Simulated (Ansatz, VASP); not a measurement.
## One calculation of Pt, 6 ways

The starting cell:

```
Pt
1.0
     0.00000    1.96090    1.96090
     1.96090    0.00000    1.96090
     1.96090    1.96090    0.00000
Pt
1
Direct
  0.00000 0.00000 0.00000
```

Alike in all runs: task relaxation of cell and atoms; functional PBE; k mesh 12 × 12 × 12; occupations fermi-dirac, width 0.05 eV; no spin polarisation; no spin-orbit coupling.

| program and potentials | plane-wave cutoff (eV) | notes | equilibrium volume (Å³/atom) |
| --- | --- | --- | --- |
| Ansatz, Ansatz PAW | 420 | 18 valence electrons an atom on average | 15.66 |
| VASP, PBE PAW files Pt, 580 eV | 580 | 10 valence electrons an atom on average | 15.63 |
| VASP, PBE PAW files Pt_GW, 630 eV | 630 | 10 valence electrons an atom on average | 15.60 |
| Ansatz, all-electron LAPW, scalar-relativistic | - | - | 15.65 |
| VASP, PBE PAW files Pt_sv_GW, 680 eV | 680 | 18 valence electrons an atom on average | 15.63 |
| VASP, PBE PAW files Pt, 600 eV | 600 | 10 valence electrons an atom on average | 15.63 |

The equilibrium volume spans 15.60 (VASP, PBE PAW files Pt_GW, 630 eV) to 15.66 Å³/atom (Ansatz, Ansatz PAW), with all-electron results at 15.65. Relaxations stop with a little pressure left, so the last digit of a volume isn't settled.

The functional is the same throughout but for its coding, so the spread measures potentials, basis and numerics; runs on potential files found faulty are left out.
